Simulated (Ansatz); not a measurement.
**GaP: a film clamped to a substrate**

These are results of DFT PBE, scalar-relativistic, plane waves, PAW in Ansatz 0.2.0, not measurements. Cutoff 420 eV, Γ-centred 8×8×8 k-points, Gaussian smearing of 0.05 eV. No spin polarisation. Energies are free energies at this smearing, counted from the undisturbed cell; pressure is positive in compression.

The undisturbed cell (relaxed at this level):

```yaml
crystal:
  lattice:
    - [0.00000, 2.75254, 2.75254]
    - [2.75254, 0.00000, 2.75254]
    - [2.75254, 2.75254, 0.00000]
  atoms:
    - { symbol: Ga, position: [0.00000, 0.00000, 0.00000] }
    - { symbol: P, position: [0.75000, 0.75000, 0.75000] }
```

The cell (2 atoms, V0 = 41.71 Å³) is strained by p along both x and y and by q along z, fractional coordinates fixed. τp = (1/V0) ∂E/∂p = (σxx + σyy)(1 + p)(1 + q) and τq = (1/V0) ∂E/∂q = σzz(1 + p)², with tension positive.

```csv
p,q,ΔE (meV/atom),τp (GPa),τq (GPa)
0.000,0.000,0.00,-0.08,-0.04
-0.025,0.000,15.68,-9.85,-2.95
0.025,0.000,13.39,8.06,2.35
0.000,-0.025,5.34,-2.93,-3.27
0.000,0.025,4.87,2.35,3.01
```

Q: Get the second derivatives of the energy density.

A: Central differences give A = ∂τp/∂p = 358 GPa (C11 + C22 + 2 C12), C = ∂τq/∂q = 126 GPa (C33) and the cross term B = ∂τq/∂p = 106 GPa (C13 + C23); ∂τp/∂q = 106 GPa must equal B, and any difference shows higher-order terms. The ions are clamped. In a cubic crystal C11 = C = 126, C12 = B/2 = 53 GPa and A should be 2(C11 + C12) = 357 GPa; the bulk modulus is (C11 + 2 C12)/3 = 77 GPa.

Q: A film of this crystal grows with z along the normal on a substrate that imposes p. How does its thickness respond, and what does the misfit cost?

A: Count p and q from the stress-free cell. A free surface needs τq = 0, so q = −(B/C) p = -0.84 p. The energy density left is (A − B²/C) p²/2 = M p², with the biaxial modulus M = 134 GPa; a misfit of 1 % costs 1.75 meV/atom, against 2.33 meV/atom if the thickness were held.

The film thins under in-plane tension and thickens under compression, but by too little to conserve volume. Relaxing the thickness therefore removes only a modest part of the misfit energy. This reflects the directional sp³ bonds of the zinc-blende network, which resist changes of bond angle as well as of length. Compression costs more than equal extension because short-range repulsion rises steeply as the bonds shorten; the small residual stress explains only part of the asymmetry.

Clamping the ions does not falsify these constants: strains along the cubic axes keep each atom on a site fixed by symmetry, so no internal displacement is driven. The bulk modulus of 77 GPa and C11 of 126 GPa are nevertheless below the well-known experimental values, probably because PBE underbinds the crystal and overestimates its lattice constant. The actual misfit energy is thus likely to be somewhat higher. The biaxial modulus applies to a (001) film; other orientations also involve C44, for which relaxation of the sublattices against each other does matter.
